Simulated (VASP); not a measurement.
**Sb: equation of state with PBEsol**

The system is Sb.

```
Sb
1.0
     3.30346    0.00000    0.00000
    -1.65173    2.86088    0.00000
     0.00000    0.00000    5.53512
Sb
2
Direct
  0.66667 0.33333 0.75000
  0.33333 0.66667 0.25000
```

This isn't the form of Sb at room conditions, which is rhombohedral.

```json
{"Program": "VASP 6.6.1", "Task": "equation of state", "Functional": "PBEsol", "Potentials or basis": "VASP PAW PBE potentials, release 64 (Sb)", "Cutoff": "520 eV", "k mesh": "8 × 8 × 4", "Occupations": "fermi-dirac, width 0.05 eV", "Spin": "no spin polarisation"}
```

```
Equilibrium volume                        : 26.16 Å³/atom
Bulk modulus at fixed shape and positions : 70 GPa
Pressure derivative of the bulk modulus   : 4.6 (rough: it moves with the points fitted)
```

Energy against volume, from the lowest point:
| volume (Å³/atom) | energy (meV/atom) |
| --- | --- |
| 25.109 | 10.03 |
| 25.633 | 2.43 |
| 26.156 | 0.00 |
| 26.679 | 2.18 |
| 27.202 | 8.47 |

All runs of the series together: 44 s on 1 thread of Intel(R) Xeon(R) Platinum 8375C CPU @ 2.90GHz (Ice Lake), on a shared host.

Caveat: the cell was scaled at fixed shape and fractional positions, which overstates the stiffness of a crystal with free parameters, most of all of layers and chains; the PAW data sets were made with another functional, which shifts forces and pressure a little. The run has no spin-orbit coupling, so splittings on Sb are missing.
